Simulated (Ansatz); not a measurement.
# Ba (Im-3m) in Ansatz: notebook

The runs below take Ba through band structure, with PBEsol, LDA.

Everything below comes from runs of Ansatz 0.2.0. Logs are shortened: lines on timing, memory, paths and dates and some standing lists are left out, and cuts for length are marked.

## 1. The structure

It takes space group Im-3m (No. 229, cubic). Conventional cell: a = 5.013 Å, b = 5.013 Å, c = 5.013 Å, α = 90.00°, β = 90.00°, γ = 90.00°. Ba (site symmetry m-3m) is surrounded by 8 Ba at 4.34 Å.

## 2. Band structure, PBEsol

input.yaml reads:

```yaml
crystal:
  lattice:
    - [-2.5065, 2.5065, 2.5065]
    - [2.5065, -2.5065, 2.5065]
    - [2.5065, 2.5065, -2.5065]
  atoms:
    - { symbol: Ba, position: [0.0, 0.0, 0.0] }
kpoints:
  mp_grid: { grid: [8, 8, 8] }
  band_path:
    path:
      - [0.0, 0.0, 0.0]
      - [0.5, -0.5, 0.5]
      - [0.0, 0.0, 0.5]
      - [0.0, 0.0, 0.0]
      - [0.25, 0.25, 0.25]
      - [0.5, -0.5, 0.5]
    npoints: 12
scf:
  occupations: { method: fermi_dirac, width: 0.05 }
hamiltonian:
  xc: pbesol
  pseudopotentials: { kind: all_electron, lapw: { basis_error: 0.001 } }
output:
  forces: true
  stress: true
  eigenvalues: true
```

Potentials or basis: all-electron LAPW, scalar-relativistic.

Launch:

```sh
> ansatz run input.yaml --threads 1 --pin off --max-ram 3072MiB --backend cpu --events-out ev --progress --plain --runs-dir out
```

Log:

```text
Warning: RAYON_NUM_THREADS=1 ignored (pool sized by the plan → 1); use --threads N
LAPW: plane waves up to 4.413 Å⁻¹, error target 1.0e-3 eV per atom; small_component_spin mean_spin; Ba in spheres of 2.171 Å, 20 of its electrons in bands, Dirac shells [] (how accurate: hamiltonian.pseudopotentials.lapw.basis_error, Limitations)
Engine: ansatz 0.2.0, x86_64-unknown-linux-gnu
Pseudopotentials: kind: all_electron
Pseudopotential: Ba, LAPW, valence charge 20, lapw/all_electron/scalar/gaussian/Ba, Koelling and Harmon's equation, gaussian nucleus
Functional definition: PBEsol
  exchange = pbesol_x
  correlation = pbesol_c
Crystal: 1 atoms, lattice volume = 62.989 Å³
Basis set: ecut = 74.1838159078648 eV, 87 PW (Γ), exchange–correlation at level 2
Bands: 14, of which v1, the nominal top of the filled ones, is band 10 counted from 1 (9 counted from 0)
Symmetry: 48 space group operations
Space group: Im-3m (ITA 229), of the structure as read, at distance tolerance 4.0e-5 Å
k-points: 29 of 512
Non-local potential: Ba, projectors of the file, none
Initial density: superposition of atomic densities (chi_scale 0.1, normalization cell)
Initial wavefunctions: plane waves of lowest kinetic energy (no species holds an atomic orbital)
Functional: x = pbesol(κ = 0.804, μ = 0.12345679012345678), c = pbesol(β = 0.046)
iter 1 solved again at ethr=1.89e-5 eV; its pass at ethr=1.00e-1 eV (dr2=3.77e-3 eV) is discarded
SCF iter   1: F=—  HF=-221285.374066 eV  |F-HF|=—  |Δ(HF+E_count)|=         —  Δρ=2.06e-3  dr2=3.79e-3  ethr=1.89e-5  ⟨swp⟩=6.3  Hψ=3225  notcnv=0
preconditioner: auto → none  [insulator: Δε(μ)=0.171 eV  Ē_g=2.783 eV  σ=0.050 eV  W_gap=0.66  n_scr=12 (ndim 8)  ℏωp=6.6 eV  f_vac=0.000  D(μ)=0.93/eV (n_scr^D=0)  ε∞_Penn≈6.7]
SCF iter   2: F=—  HF=-221285.376435 eV  |F-HF|=—  |Δ(HF+E_count)|=   2.37e-3  Δρ=1.11e-3  dr2=1.10e-3  ethr=1.89e-5  ⟨swp⟩=2.0  Hψ=1343  notcnv=0
iter 3 solved again at ethr=5.16e-8 eV; its pass at ethr=5.52e-6 eV (dr2=1.03e-5 eV) is discarded
SCF iter   3: F=—  HF=-221285.377709 eV  |F-HF|=—  |Δ(HF+E_count)|=   1.27e-3  Δρ=9.77e-5  dr2=1.02e-5  ethr=5.16e-8  ⟨swp⟩=2.3  Hψ=2204  notcnv=0
SCF iter   4: F=—  HF=-221285.377682 eV  |F-HF|=—  |Δ(HF+E_count)|=   2.64e-5  Δρ=2.16e-5  dr2=5.19e-7  ethr=5.12e-8  ⟨swp⟩=2.0  Hψ=1342  notcnv=0
SCF iter   5: F=-221285.377682 eV  HF=-221285.377682 eV  |F-HF|=3.49e-10  |Δ(HF+E_count)|=   1.46e-7  Δρ=3.65e-7  dr2=1.50e-10  ethr=2.59e-9  ⟨swp⟩=2.4  Hψ=1354  notcnv=0
SCF 1 converged in 5 iterations: F = -221285.377682 eV  dr2 = 1.50e-10
NSCF: frozen V_eff on 61 k-points
SCF converged after 5 iterations
Free energy (F): -221285.377682 eV
Harris-Foulkes:  -221285.377682 eV  (|F-HF|=3.49e-10)
Internal energy: -221285.369583 eV  (E = F + TS)
E sigma→0 (E₀):  -221285.373633 eV
Entropy (-TS):   -0.008100 eV (-8.100 meV/atom)
Fermi energy:    7.548957 eV
--- Per-component energies (eV) ---
  E_band       = -838.012704
  E_kinetic    = 235765.298951
  E_xc         = -5304.416002
  E_electrostatic = -451746.252532  (all electrons and nuclei)
  E_smearing   = -0.008100  (= −TS)
  E_closure    = 0.000000  (closes the sum)
  E_atoms      = -221283.258438  (free atoms, spherical and without spin; not in F)
  Σ components = -221285.377682   (vs F -221285.377682, Δ=0.00e0)
  Basis errors (estimates in eV, not in F): energy 3.6e-4 per atom: plane waves 3.3e-4 (1.7e-4 summed), levels above the bands 3.0e-29, relativity 1.9e-9, radial functions 2.9e-5, core shells 3.3e-7; eigenvalues (radial functions only) 1.5e-6; not estimated: angular momenta, meshes, grids; target (lapw.basis_error) 1.0e-3; muffin-tin radii Ba 2.171 Å
--- Forces (eV/Å), atoms counted from 1 ---
  atom   1  Ba    -0.00000000    -0.00000000     0.00000000
  max |Σ_I F_I| component: 9.66e-32 eV/Å
--- Stress (GPa, compression-positive) ---
       -0.709704      -0.000000      -0.000000
       -0.000000      -0.709704       0.000000
       -0.000000       0.000000      -0.709704
  P = ⅓ Tr σ = -0.7097 GPa (-7.097 kbar)
--- Band table (eV; the first three rows and the last of 29) ---
  k-point 0: bands = ["-77.0688", "-77.0688", "-77.0688", "-77.0635", "-77.0635", "-21.2861", "-6.2120", "-6.2120", "-6.2120", "4.8043", "9.3867", "9.3867", "9.3867", "10.8200"]
  k-point 1: bands = ["-77.0688", "-77.0688", "-77.0688", "-77.0635", "-77.0635", "-21.2797", "-6.2849", "-6.2345", "-6.2125", "5.0918", "9.1520", "9.2154", "9.6678", "10.4887"]
  k-point 2: bands = ["-77.0688", "-77.0688", "-77.0688", "-77.0635", "-77.0635", "-21.2643", "-6.4538", "-6.2881", "-6.2135", "5.8168", "8.6930", "8.7127", "10.4747", "10.5389"]
  k-point 28: bands = ["-77.0688", "-77.0688", "-77.0688", "-77.0635", "-77.0635", "-21.2101", "-6.5356", "-6.5356", "-6.5356", "7.0358", "7.0358", "11.5701", "11.5701", "11.5701"]
```

It took 2.7 s on 1 thread of Intel Xeon Platinum 8488C (Sapphire Rapids), shared host; peak memory 0.26 GiB.

Results:

```
Free energy             : -221285.3777 eV
Pressure                : -0.7 GPa
Band gap along the path : none (metal or under the smearing width)
```

Levels at the corners of the path, in eV from the Fermi level:
| point | band 7 | band 8 | band 9 | band 10 | band 11 | band 12 | band 13 | band 14 |
| --- | --- | --- | --- | --- | --- | --- | --- | --- |
| Γ | -13.76 | -13.76 | -13.76 | -2.74 | 1.84 | 1.84 | 1.84 | 3.27 |
| H | -14.08 | -14.08 | -14.08 | -0.51 | -0.51 | 4.02 | 4.02 | 4.02 |
| N | -14.23 | -13.91 | -13.76 | -0.88 | 0.70 | 1.26 | 3.22 | 3.82 |
| Γ | -13.76 | -13.76 | -13.76 | -2.74 | 1.84 | 1.84 | 1.84 | 3.27 |
| P | -14.00 | -14.00 | -14.00 | 0.54 | 0.54 | 0.54 | 3.51 | 3.92 |
| H | -14.08 | -14.08 | -14.08 | -0.51 | -0.51 | 4.02 | 4.02 | 4.02 |

Caveat: spin-orbit coupling is left out, which moves the levels of the heavy elements.

## 3. Band structure, LDA

input.yaml: that of step 2 with these lines changed.

```diff
@@ -21,3 +21,3 @@
 hamiltonian:
-  xc: pbesol
+  xc: lda
   pseudopotentials: { kind: all_electron, lapw: { basis_error: 0.001 } }
```

Potentials or basis: all-electron LAPW, scalar-relativistic.

Launch:

```sh
> ansatz run input.yaml --threads 1 --pin off --max-ram 3072MiB --backend cpu --events-out ev --progress --plain --runs-dir out
```

Run time: 2.2 s. Hardware: 1 thread of Intel Xeon Platinum 8488C (Sapphire Rapids), shared host; peak memory 0.25 GiB.

The run converged. Its results:

| Property | Result |
| --- | --- |
| Free energy | -221202.4722 eV |
| Pressure | -1.3 GPa |
| Band gap along the path | none (metal or under the smearing width) |

Levels at the corners of the path, in eV from the Fermi level:
```
point  band 7  band 8  band 9  band 10  band 11  band 12  band 13  band 14
    Γ  -13.78  -13.78  -13.78    -2.75     1.78     1.78     1.78     3.23
    H  -14.11  -14.11  -14.11    -0.51    -0.51     4.02     4.02     4.02
    N  -14.25  -13.93  -13.79    -0.90     0.66     1.31     3.17     3.76
    Γ  -13.78  -13.78  -13.78    -2.75     1.78     1.78     1.78     3.23
    P  -14.02  -14.02  -14.02     0.54     0.54     0.54     3.41     3.86
    H  -14.11  -14.11  -14.11    -0.51    -0.51     4.02     4.02     4.02
```

Caveat: spin-orbit coupling is left out, which moves the levels of the heavy elements.
